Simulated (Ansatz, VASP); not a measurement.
# Cross-check of Te2Pt between VASP and Ansatz, part 2 of 2

Aim: how closely do two programs agree when they are given the same cell, functional and k mesh? Of the first pair: The structure shown is the start of the Ansatz relaxation below; VASP solves that cell, so the two are compared at the walk's first step.

VASP 6.6.1 and Ansatz 0.2.0.

So far: The starting structure; Ansatz: relaxation, RPBE; VASP: single point, RPBE, start cell, pair 1.

## 4. Differences

Known differences besides the potentials themselves: Ansatz cuts the interaction across the vacuum, VASP repeats the sheet with a dipole correction; the data sets hold 50 valence electrons in Ansatz (on its default PAW (the set named soft_2) files) and 22 in VASP; the cutoff is 420 eV in Ansatz and 400 eV in VASP; Ansatz makes its cores anew for this functional, VASP keeps those of its PBE data sets. Total energies have different zeros and are not compared.

Forces (eV/Å; atoms numbered as in POSCAR):

| atom | Ansatz x, y, z | VASP x, y, z |
| --- | --- | --- |
| Pt1 | 0.000, 0.000, 0.000 | 0.000, 0.000, 0.000 |
| Te2 | 0.000, 0.000, 1.300 | 0.000, 0.000, 1.273 |
| Te3 | 0.000, 0.000, -1.300 | 0.000, 0.000, -1.273 |

The forces differ by 13 meV/Å r.m.s., which is 2.2 % of the r.m.s. force of 0.600 eV/Å (both taken over all components). With vacuum in the cell, a pressure given here is an average over mostly empty space and none of the material.

## 5. Ansatz: relaxation, RPBE

This run makes the geometry at which the two programs are then compared.

The structure compared here is the end of the Ansatz relaxation.

The input, input.yaml:

```yaml
crystal:
  lattice:
    - [4.01, 0.0, 0.0]
    - [-2.005, 3.47276187, 0.0]
    - [0.0, 0.0, 18.6005]
  atoms:
    - { symbol: Pt, position: [0.33333333, 0.66666667, 0.5] }
    - { symbol: Te, position: [0.0, 0.0, 0.56990403] }
    - { symbol: Te, position: [0.66666667, 0.33333333, 0.43009597] }
  periodic: [true, true, false]
kpoints:
  mp_grid: { grid: [7, 7, 1] }
scf:
  occupations: { method: fermi_dirac, width: 0.05 }
hamiltonian:
  xc: rpbe
output:
  forces: true
  stress: true
relax:
  f_tol: 0.02
  max_steps: 50
  cell: {}
```

Launch:

```
> ansatz run input.yaml --threads 1 --pin off --max-ram 4096MiB --backend cpu --events-out ev --progress --plain --runs-dir out
```

Numbers of over 12 decimals in the logs are rounded to 6 here.

The program printed:

```text
[...]
Crystal: 3 atoms, lattice volume = 403.861 Å³
Basis set: ecut = 420 eV, 7909 PW (Γ), exchange–correlation on 54×54×400 points (8 copies of the dense FFT grid, shifted against one another)
Bands: 30, of which v1, the nominal top of the filled ones, is band 25 counted from 1 (24 counted from 0)
Symmetry: 12 space group operations
[...]
P = ½ c Tr σ = 0.0291 N/m
--- Relaxed structure (4 steps of the walk, 4 accepted, 1 SCFs on fresh bases) ---
[...]
cell:  # Å, volume = 413.4426 Å³
    - [4.057288, 0, 0]
    - [-2.028644, 3.513714, 0]
    - [0, 0, 29.00099964006]
  atoms:
    - { symbol: Pt, position: [0.333333, 0.666667, 0.320687] }
    - { symbol: Te, position: [4.755306544864861e-19, 9.51061308972974e-19, 0.368599] }
    - { symbol: Te, position: [0.666667, 0.333333, 0.272775] }
[key lines of the parts left out:]
SCF converged after 8 iterations
Free energy (F): -26515.662442 eV
Fermi energy:    -4.303571 eV
```

## 6. VASP: single point, RPBE, relaxed cell, pair 2

The same cell, functional, mesh and smearing now go to VASP, with its own data sets.

The input, INCAR:

```
SYSTEM = Te2Pt
PREC = Accurate
ENCUT = 400
EDIFF = 1E-06
NELM = 120
ISMEAR = -1
SIGMA = 0.05
LREAL = .FALSE.
ALGO = Normal
GGA = RP
NBANDS = 17
LASPH = .TRUE.
LORBIT = 11
LWAVE = .FALSE.
LCHARG = .FALSE.
ISIF = 2
LDIPOL = .TRUE.
IDIPOL = 3
DIPOL = 0.5 0.5 0.321
LVHAR = .TRUE.
GGA_COMPAT = .FALSE.
EFERMI = MIDGAP
NELMDL = -8
```

The input, POSCAR:

```
Te2Pt
1.0
    4.0572875517      0.0000000000      0.0000000000
   -2.0286437758      3.5137140902      0.0000000000
    0.0000000000      0.0000000000     29.0009996401
Pt Te
1 2
Direct
    0.3333333333      0.6666666667      0.3206872217
    1.0000000000      0.0000000000      0.3685992632
    0.6666666666      0.3333333334      0.2727751802
```

The input, KPOINTS:

```
Automatic mesh
0
Gamma
7 7 1
0 0 0
```

Potentials, in the order of the species: Pt and Te (PBE family, release 64).

Launch:

```
> mpirun -np 1 vasp_std
```

The program printed:

```text
[banner, memory and clock lines left out]
running    1 mpi-ranks, on    1 nodes
[...]
[... a notice as in an earlier step ...]

 LDA part: xc-table for (Slater+PW92), standard interpolation
 POSCAR, INCAR and KPOINTS ok, starting setup
[...]
entering main loop
       N       E                     dE             d eps       ncg     rms          rms(c)
DAV:   1     0.151743380335E+03    0.15174E+03   -0.56769E+03   272   0.724E+02
DAV:   2     0.445198766349E+01   -0.14729E+03   -0.13910E+03   457   0.136E+02
DAV:   3    -0.124154457843E+02   -0.16867E+02   -0.16724E+02   347   0.590E+01
DAV:   4    -0.127158632585E+02   -0.30042E+00   -0.30009E+00   432   0.939E+00
[...]
DAV:  23    -0.122966998330E+02   -0.24041E-05   -0.47547E-08   298   0.832E-04    0.966E-04
DAV:  24    -0.122967025471E+02   -0.27141E-05   -0.88796E-08   273   0.185E-03    0.575E-04
DAV:  25    -0.122967034728E+02   -0.92576E-06   -0.26537E-08   288   0.638E-04
   1 F= -.12296703E+02 E0= -.12296694E+02  d E =-.181517E-04
```

From OUTCAR (step 6):

```text
  Total       -0.1067625     -0.1067625     -0.0565949     -0.0000000      0.0000000      0.0000000
  in kB       -0.4137272     -0.4137272     -0.2193173     -0.0000000      0.0000000      0.0000000
  external PRESSURE =      -0.3489239 kB  Pullay stress =       0.0000000 kB

 POSITION                                       TOTAL-FORCE (eV/Angst)
 -----------------------------------------------------------------------------------
     -0.00000      2.34248      9.30025        -0.000000      0.000000     -0.000000
      0.00000      0.00000     10.68975        -0.000000     -0.000000     -0.013256
      2.02864      1.17124      7.91075         0.000000     -0.000000      0.013256
 -----------------------------------------------------------------------------------
    total drift:                                0.000000     -0.000000      0.000048

  FREE ENERGIE OF THE ION-ELECTRON SYSTEM (eV)
  ---------------------------------------------------
  free  energy   TOTEN  =       -12.2967034728 eV

  energy  without entropy=      -12.2966853211  energy(sigma->0) =      -12.29669440

[... 1 part as in an earlier step ...]

[... 2 further parts left out ...]
[key lines of the parts left out:]
E-fermi :  -2.0125
```

## 7. Comparison

What differs besides the data sets and the points named for the pairs above, as far as they apply: the data sets hold 50 valence electrons in Ansatz (on its default PAW (the set named soft_2) files) and 22 in VASP. Total energies have different zeros and are not compared.

The two programs side by side:

| quantity | Ansatz | VASP | difference |
| --- | --- | --- | --- |
| gap on the k mesh (eV) | 0.940 | 0.933 | +0.007 |

At this near-relaxed geometry the largest component of a force difference is 25 meV/Å. A gap on the mesh is an upper bound, since the band edges may lie between its points; neither run holds spin-orbit coupling, which can move the band edges of a compound of Pt. With vacuum in the cell, a pressure given here is an average over mostly empty space and none of the material.

## 8. Outcome

```yaml
r_m_s_force_difference_single_point_rpbe_start_cell_pair_1: 2.2 % of the r.m.s. force
difference_in_gap_on_the_k_mesh_single_point_rpbe_relaxed_cell_pair_2: 0.0066 eV
r_m_s_force_difference_single_point_rpbe_relaxed_cell_pair_2: 12 meV/Å
```

**Reading.** The r.m.s. force difference is 12 meV/Å (single point, RPBE, relaxed cell, pair 2), at about the 12 meV/Å picked in this series as the mark of a large difference. The data sets hold unlike numbers of valence electrons (50 in Ansatz and 22 in VASP), so part of the differences comes from the potentials. How closely two codes agree says nothing of how well the functional describes the real material.

[Lines on the potential files, build, host, timing and source positions are cut from VASP's logs without a mark.]

[Logs are printed without paths, hosts, clocks, repeated set-up lines and the standing remarks that a program may print on its own settings, such as how far it seeks lower states.]

[Hosts, paths, dates, database ids (printed as entryN), source tags and the programs' standing remarks are cut or masked in the printed files.]
